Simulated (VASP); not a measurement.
**ZnSe (F-43m): a series in biaxial strain in the (001) plane**

How do the elastic response and the band edges of ZnSe follow biaxial strain in the (001) plane?

Calculated with VASP 6.6.1; LDA; plane waves and PAW (Zn, Se), in the first sound run; inputs show where later runs differ.

### 1. Set-up

It takes space group F-43m (No. 216, cubic). The conventional cell has a = 5.668 Å, b = 5.668 Å, c = 5.668 Å, α = 90.00°, β = 90.00°, γ = 90.00°. Nearest to Zn lie 4 Se at 2.45 Å. Se has 4 Zn at 2.45 Å nearest. Farther neighbours and most contacts between anions are not listed.

Structure file:

```xyz
2
Lattice="0.0000 2.8340 2.8340 2.8340 0.0000 2.8340 2.8340 2.8340 0.0000" Properties=species:S:1:pos:R:3 pbc="T T T"
Zn    0.0000    0.0000    0.0000
Se    1.4170    1.4170    1.4170
```

### 2. Relax the crystal, LDA

The series starts from the cell that this level prefers, so that zero strain is near zero stress.

This step took 2 runs in a row; the last is shown.

Level: LDA; plane waves and PAW (Zn, Se).

Contents of INCAR:

```
SYSTEM = ZnSe
PREC = Accurate
ENCUT = 450
EDIFF = 1E-07
NELM = 120
ISMEAR = 0
SIGMA = 0.02
LREAL = .FALSE.
ALGO = Normal
GGA = CA
NBANDS = 15
LASPH = .TRUE.
LORBIT = 11
LWAVE = .FALSE.
LCHARG = .FALSE.
KPAR = 16
IBRION = 2
NSW = 40
ISIF = 3
EDIFFG = -0.005
POTIM = 0.4
```

Contents of POSCAR:

```
ZnSe
1.0
    0.0000000000      2.7878715480      2.7878715480
    2.7878715480      0.0000000000      2.7878715480
    2.7878715480      2.7878715480      0.0000000000
Zn Se
1 1
Direct
    0.0000000000      0.0000000000      0.0000000000
    0.2500000000      0.2500000000      0.2500000000
```

Contents of KPOINTS:

```
Automatic mesh
0
Gamma
9 9 9
0 0 0
```

Potentials, in the order of the species: Zn and Se (LDA family, release 64).

Started as:

```bash
$ mpirun -np 16 vasp_std
```

The log of the run:

```text
[banner, memory and clock lines left out]
running   16 mpi-ranks, on    1 nodes
[...]
|                                                                             |
|           W    W    AA    RRRRR   N    N  II  N    N   GGGG   !!!           |
|           W    W   A  A   R    R  NN   N  II  NN   N  G    G  !!!           |
|           W    W  A    A  R    R  N N  N  II  N N  N  G       !!!           |
|           W WW W  AAAAAA  RRRRR   N  N N  II  N  N N  G  GGG   !            |
|           WW  WW  A    A  R   R   N   NN  II  N   NN  G    G                |
|           W    W  A    A  R    R  N    N  II  N    N   GGGG   !!!           |
|                                                                             |
|     For optimal performance we recommend to set                             |
|       NCORE = 2 up to number-of-cores-per-socket                            |
|     NCORE specifies how many cores store one orbital (NPAR=cpu/NCORE).      |
|     This setting can greatly improve the performance of VASP for DFT.       |
[...]
DAV:  11    -0.737219246222E+01    0.73456E-05   -0.15887E-05  1582   0.644E-02    0.445E-03
DAV:  12    -0.737219250256E+01   -0.40342E-07   -0.25748E-06  1246   0.119E-02    0.120E-03
DAV:  13    -0.737219252548E+01   -0.22917E-07   -0.85885E-08   826   0.260E-03
   1 F= -.73721925E+01 E0= -.73721925E+01  d E =-.737219E+01
[...]
N       E                     dE             d eps       ncg     rms          rms(c)
DAV:   1    -0.737226729196E+01   -0.74789E-04   -0.82086E-04  1295   0.589E-01    0.600E-02
DAV:   2    -0.737220458417E+01    0.62708E-04   -0.19879E-04  1302   0.390E-01    0.219E-02
DAV:   3    -0.737219692448E+01    0.76597E-05   -0.70831E-06  1177   0.297E-02    0.106E-02
DAV:   4    -0.737219484676E+01    0.20777E-05   -0.12279E-06  1344   0.156E-02    0.400E-03
DAV:   5    -0.737219458860E+01    0.25816E-06   -0.22737E-07   846   0.860E-03    0.361E-04
DAV:   6    -0.737219459507E+01   -0.64701E-08   -0.95841E-08   634   0.347E-03
   2 F= -.73721946E+01 E0= -.73721946E+01  d E =-.206959E-05
 trial-energy change:   -0.000002  1 .order   -0.000003   -0.000006    0.000000
 step:   0.8166(harm=  0.9417)  dis= 0.00000  next Energy=    -7.372195 (dE=-0.211E-05)
 reached required accuracy - stopping structural energy minimisation
```

Run time: 4.2 s. Hardware: 16 MPI ranks of Intel Xeon 6975P-C (Granite Rapids), shared host; peak memory 2.6 GiB.

Lines that name or quote the potential files are left out of all logs, and their timing lines are given in words.

From OUTCAR (step 2):

```text
  Total        0.0006529      0.0006529      0.0006529      0.0000000     -0.0000000      0.0000000
  in kB        0.0241518      0.0241518      0.0241518      0.0000000     -0.0000000      0.0000000
  external PRESSURE =       0.0241518 kB  Pullay stress =       0.0000000 kB

 POSITION                                       TOTAL-FORCE (eV/Angst)
 -----------------------------------------------------------------------------------
      0.00000      0.00000      0.00000         0.000000      0.000000      0.000000
      1.39365      1.39365      1.39365        -0.000000     -0.000000     -0.000000
 -----------------------------------------------------------------------------------
    total drift:                                0.000001      0.000001      0.000001

  FREE ENERGIE OF THE ION-ELECTRON SYSTEM (eV)
  ---------------------------------------------------
  free  energy   TOTEN  =        -7.3721945951 eV

  energy  without entropy=       -7.3721945951  energy(sigma->0) =       -7.37219460

 reached required accuracy - stopping structural energy minimisation

[... 3 further parts left out ...]
[key lines of the parts left out:]
E-fermi :   2.0449
```

This run gave:

```
energy(sigma→0) of the program : -7.3722 eV
stress, compression positive   : xx, yy, zz 0.00, 0.00, 0.00 GPa
volume                         : 43.309 Å³
ionic steps                    : 2
```

### 3. Strain along the normal, LDA

One member in full: the plane is strained by 1.5 %, and the strain along the normal is moved by secant steps until the normal stress is under 0.012 GPa or five steps are spent; the atoms relax at each step.

This step took 3 runs, each at a new trial strain with the atoms of the one before; the last is shown.

Level: LDA; plane waves and PAW (Zn, Se); cell typed or built by script.

INCAR, as its differences from that of step 2:

```diff
@@ -15,7 +15,7 @@
 LCHARG = .FALSE.
-KPAR = 16
-IBRION = 2
-NSW = 40
-ISIF = 3
-EDIFFG = -0.005
-POTIM = 0.4
+KPAR = 4
+IBRION = 1
+NSW = 25
+ISIF = 2
+EDIFFG = -0.004
+POTIM = 0.3
```

Contents of POSCAR:

```
ZnSe
1.0
    0.0000000000      2.8291135490      2.7361573110
    2.8291135490      0.0000000000      2.7361573110
    2.8291135490      2.8291135490      0.0000000000
Zn Se
1 1
Direct
    0.0000000000      0.0000000000      0.0000000000
    0.2500000000      0.2500000000      0.2500000000
```

KPOINTS is that of step 2.

Started as:

```bash
$ mpirun -np 4 vasp_std
```

The log of the run:

```text
[banner, memory and clock lines left out]
running    4 mpi-ranks, on    1 nodes
[...]
LDA part: xc-table for (Slater(with rela. corr.)+CA(PZ))
 , standard interpolation
 POSCAR, INCAR and KPOINTS ok, starting setup
[...]
entering main loop
       N       E                     dE             d eps       ncg     rms          rms(c)
DAV:   1     0.802793579871E+02    0.80279E+02   -0.81608E+03  2258   0.125E+03
DAV:   2    -0.260383425033E+01   -0.82883E+02   -0.78569E+02  2488   0.245E+02
DAV:   3    -0.763691394614E+01   -0.50331E+01   -0.50148E+01  2761   0.611E+01
DAV:   4    -0.767781382211E+01   -0.40900E-01   -0.40896E-01  2649   0.592E+00
[...]
DAV:  11    -0.736748705341E+01    0.64819E-05   -0.14434E-05  3459   0.619E-02    0.424E-03
DAV:  12    -0.736748710998E+01   -0.56569E-07   -0.23694E-06  2656   0.112E-02    0.118E-03
DAV:  13    -0.736748713090E+01   -0.20916E-07   -0.74769E-08  1881   0.269E-03
   1 F= -.73674871E+01 E0= -.73674871E+01  d E =-.736749E+01
 BRION: g(F)=  0.218E-48 g(S)=  0.000E+00
 reached required accuracy - stopping structural energy minimisation
```

Wall time 5 s (4 MPI ranks); peak memory 0.6 GiB; 18 s of CPU time.

OUTCAR, selected parts (step 3):

```text
  Total       -0.3316443     -0.3316443      0.0000147      0.0000000      0.0000000      0.0000000
  in kB      -12.1314116    -12.1314116      0.0005363      0.0000000      0.0000000      0.0000000
  external PRESSURE =      -8.0874290 kB  Pullay stress =       0.0000000 kB

 POSITION                                       TOTAL-FORCE (eV/Angst)
 -----------------------------------------------------------------------------------
      0.00000      0.00000      0.00000        -0.000000     -0.000000      0.000000
      1.41456      1.41456      1.36808         0.000000      0.000000     -0.000000
 -----------------------------------------------------------------------------------
    total drift:                                0.000000      0.000000      0.000001

  FREE ENERGIE OF THE ION-ELECTRON SYSTEM (eV)
  ---------------------------------------------------
  free  energy   TOTEN  =        -7.3674871309 eV

  energy  without entropy=       -7.3674871309  energy(sigma->0) =       -7.36748713

[... 1 part as in an earlier step ...]

[... 3 further parts left out ...]
[key lines of the parts left out:]
E-fermi :   2.0192
```

Numbers from this step:

```
energy(sigma→0) of the program : -7.3675 eV
stress, compression positive   : xx, yy, zz -1.21, -1.21, 0.00 GPa
ionic steps                    : 1
```

### 4. Band edges, HSE06

Short lines in KPOINTS_OPT sample the zone centre along and across the normal of the plane, for masses, and the other valleys.

Level: HSE06; plane waves and PAW (Zn, Se); cell typed or built by script.

Contents of INCAR:

```
SYSTEM = ZnSe
PREC = Accurate
ENCUT = 450
EDIFF = 1E-06
NELM = 100
ISMEAR = 0
SIGMA = 0.02
LREAL = .FALSE.
ALGO = Normal
LHFCALC = .TRUE.
AEXX = 0.25
GGA = PE
HFSCREEN = 0.2
LASPH = .TRUE.
NBANDS = 14
PRECFOCK = Fast
LWAVE = .FALSE.
LCHARG = .FALSE.
KPAR = 4
```

POSCAR is that of step 3.

Contents of KPOINTS:

```
Automatic mesh
0
Gamma
5 5 5
0 0 0
```

Contents of KPOINTS_OPT:

```
Line mode
6
Line-mode
Reciprocal
  0.00000000   0.00000000   0.00000000
  0.02177365   0.02177365   0.00000000

  0.00000000   0.00000000   0.00000000
  0.00000000  -0.02251337  -0.02251337

  0.31000000   0.31000000   0.00000000
  0.50000000   0.50000000   0.00000000

  0.00000000   0.31000000   0.31000000
  0.00000000   0.50000000   0.50000000

  0.45000000   0.45000000   0.45000000
  0.50000000   0.50000000   0.50000000

  0.45000000   0.00000000   0.00000000
  0.50000000   0.00000000   0.00000000

  0.42500000   0.42500000   0.00000000
  0.42500000   0.44751337   0.02251337

  0.50000000   0.50000000   0.50000000
  0.48408064   0.51591936   0.50000000
```

Started as:

```bash
$ mpirun -np 4 vasp_std
```

The log of the run:

```text
[banner, memory and clock lines left out]
running    4 mpi-ranks, on    1 nodes
[...]
|                                                                             |
|               ----> ADVICE to this user running VASP <----                  |
|                                                                             |
|     You enforced a specific xc type in the INCAR file but a different       |
|     [... a line on the potential file left out ...]
|     I HOPE YOU KNOW WHAT YOU ARE DOING!                                     |
|                                                                             |

 LDA part: xc-table for (Slater+PW92), standard interpolation
 found WAVECAR, reading the header
 POSCAR, INCAR and KPOINTS ok, starting setup
[...]
reading WAVECAR
 the WAVECAR file was read successfully
 initial charge from wavefunction
 entering main loop
       N       E                     dE             d eps       ncg     rms          rms(c)
DAV:   1    -0.746189652222E+01   -0.74619E+01   -0.14074E+00   636   0.328E+01    0.290E+00
DAV:   2    -0.741630950463E+01    0.45587E-01   -0.28902E-01   588   0.118E+01    0.153E+00
DAV:   3    -0.741503808520E+01    0.12714E-02   -0.30439E-02   636   0.308E+00    0.965E-01
DAV:   4    -0.741423482449E+01    0.80326E-03   -0.26411E-03   522   0.687E-01    0.577E-01
[...]
DAV:   8    -0.741395654545E+01    0.61230E-05   -0.36242E-06   546   0.154E-02    0.554E-02
DAV:   9    -0.741395492622E+01    0.16192E-05   -0.13812E-06   544   0.951E-03    0.291E-02
DAV:  10    -0.741395450888E+01    0.41734E-06   -0.47615E-07   384   0.590E-03
   1 F= -.74139545E+01 E0= -.74139545E+01  d E =-.227361E-31
 Start KPOINTS_OPT (optional k-point list driver)
k-point batch [1-18\48]
       N       E                     dE             ncg
DAV:   1     0.490989368421E+03   -0.32469E+04      504
DAV:   2    -0.145914779250E+04   -0.19501E+04      534
DAV:   3    -0.160934772786E+04   -0.15020E+03      618
DAV:   4    -0.161241983755E+04   -0.30721E+01      588
DAV:   5    -0.161244109295E+04   -0.21255E-01      618
DAV:   6    -0.161244128625E+04   -0.19330E-03      606
DAV:   7    -0.161244128855E+04   -0.22935E-05      440
DAV:   8    -0.161244128870E+04   -0.15237E-06      456
[...]
k-point batch [37-48\48]
       N       E                     dE             ncg
DAV:   1     0.338860537756E+04   -0.68197E+04      336
DAV:   2     0.212637488726E+04   -0.12622E+04      336
DAV:   3     0.204112330612E+04   -0.85252E+02      474
DAV:   4     0.203966872486E+04   -0.14546E+01      378
DAV:   5     0.203965848785E+04   -0.10237E-01      408
DAV:   6     0.203965841171E+04   -0.76132E-04      408
DAV:   7     0.203965841101E+04   -0.70626E-06      276
```

Run time: 2.7 min. Hardware: 4 MPI ranks; peak memory 1.1 GiB; 11 min of CPU time.

Parts of OUTCAR (step 4):

```text
  LATTYP: Found a body centered tetragonal cell.
 ALAT       =     4.0009707505
 C/A-ratio  =     1.3677467203

 Subroutine GETGRP returns: Found  8 space group operations
 (whereof  8 operations were pure point group operations)

The static configuration has the point symmetry D_2d.

 Found     18 irreducible k-points:

   k-points           NKPTS =     18   k-points in BZ     NKDIM =    125   number of bands    NBANDS=     14

   dimension x,y,z NGX =    28 NGY =   28 NGZ =   28
   dimension x,y,z NGXF=    56 NGYF=   56 NGZF=   56

   ENCUT  =  450.0 eV  33.07 Ry    5.75 a.u.   6.81  6.81  6.92*2*pi/ulx,y,z

   NELECT =      18.0000    total number of electrons

  exchange ACFDT corr.  =         0.00000000  see jH, gK, PRB 81, 115126

 E-fermi :   1.7217

 k-point     1 :       0.0000    0.0000    0.0000
  band No.  band energies     occupation
    ...
      5      -6.4988      2.00000
      6      -6.4943      2.00000
      7       1.4401      2.00000
      8       1.4401      2.00000
      9       1.5622      2.00000
     10       4.0808      0.00000
     11       8.4602      0.00000
     12       8.4627      0.00000
     13       8.4627      0.00000
     14      12.9838      0.00000

 k-point     2 :       0.2000   -0.0000    0.0000
  band No.  band energies     occupation
    ...
      5      -6.4986      2.00000
      6      -6.4980      2.00000
      7      -1.0661      2.00000
      8       1.0340      2.00000
      9       1.1685      2.00000
     10       5.4413      0.00000
     11       8.7638      0.00000
     12       8.9811      0.00000
     13       9.1255      0.00000
     14      12.9742      0.00000

 POSITION                                       TOTAL-FORCE (eV/Angst)
 -----------------------------------------------------------------------------------
      0.00000      0.00000      0.00000        -0.000000     -0.000000     -0.000000
      1.41456      1.41456      1.36808         0.000000      0.000000      0.000000
 -----------------------------------------------------------------------------------
    total drift:                                0.000001      0.000001      0.000001

  FREE ENERGIE OF THE ION-ELECTRON SYSTEM (eV)
  ---------------------------------------------------
  free  energy   TOTEN  =        -7.4139545089 eV

  energy  without entropy=       -7.4139545089  energy(sigma->0) =       -7.41395451

[... 1 part as in an earlier step ...]

[... 7 further parts left out ...]
```

Read from the output:

```
energy(sigma→0) of the program : -7.4140 eV
```

[end of part 1 of 2]

[Lines on the potential files, build, host, timing and source positions are cut from VASP's logs without a mark.]

[Logs are printed without paths, hosts, clocks, repeated set-up lines and the standing remarks that a program may print on its own settings, such as how far it seeks lower states.]

[Hosts, paths, dates, database ids (printed as entryN), source tags and the programs' standing remarks are cut or masked in the printed files.]

[In band tables of VASP the shares of atoms and orbitals are scaled to a sum of 1 inside the atoms' spheres.]
